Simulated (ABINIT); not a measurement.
Runs of ABINIT 10.8.3 (patched build) on Cu. The structure is cubic, space group Fm-3m (No. 225). The conventional cell has a = 3.615 Å, b = 3.615 Å, c = 3.615 Å, α = 90.00°, β = 90.00°, γ = 90.00°. Cu (site symmetry m-3m) is surrounded by 12 Cu at 2.56 Å. 

```tsv
task	level	potentials or basis	k mesh	cutoff (eV)	fine-grid cutoff	gap on the mesh (eV)	pressure (GPa)
band structure	revPBE	PseudoDojo NC SR PBE v0.4.1 standard	13 × 13 × 13	1252	-	none	(a)
single point	r2SCAN	JTH PAW PBE v2.0	17 × 17 × 17	653	1251.72 eV	none	-
band structure	PBE	Ansatz NC PBE	13 × 13 × 13	1252	-	none	1.6
band structure	SCAN	JTH PAW PBE v2.0	13 × 13 × 13	653	1251.72 eV	none	-
band structure	BLYP	JTH PAW PBE v2.0	13 × 13 × 13	544	1088.46 eV	none	-
band structure	OLYP	PseudoDojo NC SR PBE v0.4.1 standard	13 × 13 × 13	1252	-	none	4.6
```

Alike in all rows: no spin polarisation; cell as given; smearing fermi-dirac 0.05 eV.

Task: Fill in the values left out.

Result: (a) 5.6.

Caveats: the PAW data sets were made with another functional, which shifts forces and pressure a little (some runs); the potentials were made for another functional, which shifts forces and pressure (some runs).

A gap of «none» marks a metal or a gap under the smearing width.
